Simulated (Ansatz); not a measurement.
# InSe: the cost of one run

Method: DFT PBE+D3(BJ), scalar-relativistic, plane waves, PAW, in Ansatz 0.2.0.

The COD entry's cell or inner coordinates are ideal or old and differ from later refinements, so a difference from it is no clean test against experiment.

1 further run of the same task is left out (set aside as unsound or not needed).

### Step 1. Starting point

The structure is trigonal, space group R3m (No. 160). Conventional cell: a = 4.037 Å, b = 4.037 Å, c = 24.908 Å, α = 90.00°, β = 90.00°, γ = 120.00°. In (site symmetry 3m) is surrounded by 3 Se at 2.66 Å and 1 In at 2.79 Å. Se (site symmetry 3m) is surrounded by 3 In at 2.66 Å.

As a file:

```
CELL_PARAMETERS angstrom
2.01849 1.16538 8.30272
-2.01849 1.16538 8.30272
0.00000 -2.33075 8.30272
ATOMIC_POSITIONS crystal
In 0.99961 0.99961 0.99961
In 0.11176 0.11176 0.11176
Se 0.61472 0.61472 0.61472
Se 0.82990 0.82990 0.82990
```

This cell was relaxed beforehand with the same method: volume 29.30 Å³/atom, gap on the mesh 0.30 eV.

### Step 2. Bands, states and charges

The input, input.yaml:

```yaml
crystal:
  lattice:
    - [2.0184887246, 1.1653750085, 8.302717272]
    - [-2.0184887246, 1.1653750085, 8.302717272]
    - [0.0, -2.330750017, 8.302717272]
  atoms:
    - { symbol: In, position: [-0.0003856653, -0.0003856653, -0.0003856653] }
    - { symbol: In, position: [0.1117587351, 0.1117587351, 0.1117587351] }
    - { symbol: Se, position: [0.6147242529, 0.6147242529, 0.6147242529] }
    - { symbol: Se, position: [0.8299026773, 0.8299026773, 0.8299026773] }
basis:
  ecutwfc: 420
kpoints:
  mp_grid: { grid: [12, 12, 12] }
  band_path:
    path:
      - [[0.0, 0.0, 0.0], [-0.5, -0.5, -0.5], [-0.5, -0.17980075, -0.82019925]]
      - [[-0.17980075, 0.17980075, -0.5], [0.0, 0.0, -0.5], [0.0, 0.0, 0.0], [0.0, 0.33990037, -0.33990037]]
      - [[-0.33990037, 0.0, -0.66009963], [-0.5, 0.0, -0.5], [0.0, 0.0, 0.0]]
    npoints: 14
hamiltonian:
  xc: pbe
  dispersion: d3bj
scf:
  occupations: { method: gaussian, width: 0.02 }
  n_extra_bands: 10
output:
  forces: true
  stress: true
  eigenvalues: true
  populations: true
  dos: { projected: true, de: 0.02, nscf_kmesh: { grid: [18, 18, 18] } }
  bader: true
  write_density: true
  write_potential: true
  elf: true
  volumetric_format: npy
```

Launch:

```console
ansatz run input.yaml --threads 2 --pin off --max-ram 5120MiB --backend cpu --events-out ev --progress --plain --runs-dir out
```

What time and memory should one allow on 2 threads of AMD EPYC 9R45 (Zen 5), shared host?

About 49 s, with a peak of 1.6 GiB.
